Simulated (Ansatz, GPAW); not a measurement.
This is a calculation of Si for GPAW 26.7.0 (ASE script). This isn't the form of Si at room conditions, which is diamond.

File run.py:

```python
from ase.dft.bandgap import bandgap
from ase.io import read, write
from ase.units import GPa
from gpaw import GPAW, PW, setup_paths

setup_paths.insert(0, '.')

atoms = read('POSCAR')

calc = GPAW(mode=PW(600),
            xc='PBEsol',
            kpts={'size': (12, 12, 11), 'gamma': True},
            occupations={'name': 'methfessel-paxton', 'order': 0, 'width': 0.05},
            nbands=8,
            convergence={'density': 1e-05, 'energy': 1e-05},
            maxiter=150,
            txt='gpaw.txt')
atoms.calc = calc
energy = atoms.get_potential_energy()
forces = atoms.get_forces()
stress = atoms.get_stress()
calc.write('gs.gpw')
write('result.traj', atoms)
print(f'Energy: {energy:.6f} eV')
print('Forces (eV/A):')
print(forces.round(4))
print('Stress (GPa):', (stress / GPa).round(3))
print('Fermi level:', round(calc.get_fermi_level(), 4), 'eV')
print(f'Gap: {bandgap(calc)[0]:.4f} eV, direct: {bandgap(calc, direct=True)[0]:.4f} eV')
```

Contents of POSCAR:

```
Si
1.0
    2.6205428149      0.0000000000      0.0000000000
   -1.3102714075      2.2694566494      0.0000000000
    0.0000000000      0.0000000000      2.4663543900
Si
1
Direct
    0.0000000000      0.0000000000      0.0000000000
```

Potentials or basis: PAW data sets generated in the run's folder for this functional, pw.

The run is started by

```console
$ gpaw-setup -f PBEsol Si
$ OMP_NUM_THREADS=1 python run.py
```

**Question.** Translate it to Ansatz 0.2.0. Potentials or basis there: all-electron LAPW, scalar-relativistic.

**Answer.** As run (cutoffs and basis follow the program's own potentials, and thresholds, step limits or extra output files can differ):

input.yaml

```yaml
crystal:
  lattice:
    - [2.6205428149, 0.0, 0.0]
    - [-1.3102714075, 2.2694566494, 0.0]
    - [0.0, 0.0, 2.46635439]
  atoms:
    - { symbol: Si, position: [0.0, 0.0, 0.0] }
kpoints:
  mp_grid: { grid: [12, 12, 11] }
scf:
  occupations: { method: gaussian, width: 0.05 }
hamiltonian:
  xc: pbesol
  pseudopotentials: { kind: all_electron, lapw: { basis_error: 0.001 } }
output:
  forces: true
  stress: true
  eigenvalues: true
```

Potentials or basis: all-electron LAPW, scalar-relativistic.

Run with:

```bash
$ ansatz run input.yaml --threads 1 --pin off --max-ram 3072MiB --backend cpu --events-out ev --progress --plain --runs-dir out
```

Both were run:

|  | GPAW | Ansatz |
| --- | --- | --- |
| Pressure | 1.0 GPa | 0.5 GPa |

Where Ansatz's input types no cutoff or centring, it takes its own default and a Γ-centred mesh.

Pressure is positive in compression.
